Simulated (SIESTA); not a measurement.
CdTe:

```
CELL_PARAMETERS angstrom
0.00000 3.20500 3.20500
3.20500 0.00000 3.20500
3.20500 3.20500 0.00000
ATOMIC_POSITIONS crystal
Te 0.75000 0.75000 0.75000
Cd 0.00000 0.00000 0.00000
```

| Quantity | Value |
| --- | --- |
| Program | SIESTA 5.4.2 |
| Task | relaxation of cell and atoms |
| Functional | PBE |
| Potentials or basis | PseudoDojo 0.4 standard (PBE files) |
| Basis | DZP (energy shift 0.003 Ry; two zetas on semicore shells) |
| Grid cutoff | 1200 Ry |
| Energy shift | 0.003 Ry |
| k mesh | 5 × 5 × 5 |
| Occupations | fermi-dirac, width 0.05 eV |
| Spin | no spin polarisation |

At the start: pressure 4.1 GPa; volume 32.92 Å³/atom.

Where does the relaxation end?

Over 4 steps the energy falls by 34.6 meV/atom and the volume is 35.93 Å³/atom (+9.1 %); space group F-43m (No. 216, to 0.05 Å).

Step by step:
```csv
step,energy change (eV),largest force (eV/Å),pressure (GPa),volume (Å³)
1,0.0000,0.0000,4.07,65.84
2,-0.0068,0.0000,3.85,66.12
3,-0.0689,0.0001,0.22,71.44
4,-0.0692,0.0001,0.00,71.86
```

Final structure:
```
Te Cd
1.0
     0.00006    3.29979    3.29979
     3.29979    0.00006    3.29979
     3.29979    3.29979    0.00006
Te Cd
1 1
Direct
  0.75000 0.75000 0.75000
  0.00000 0.00000 0.00000
```

Caveat: the basis of atomic orbitals isn't converged, which shifts pressures, moduli and gaps.
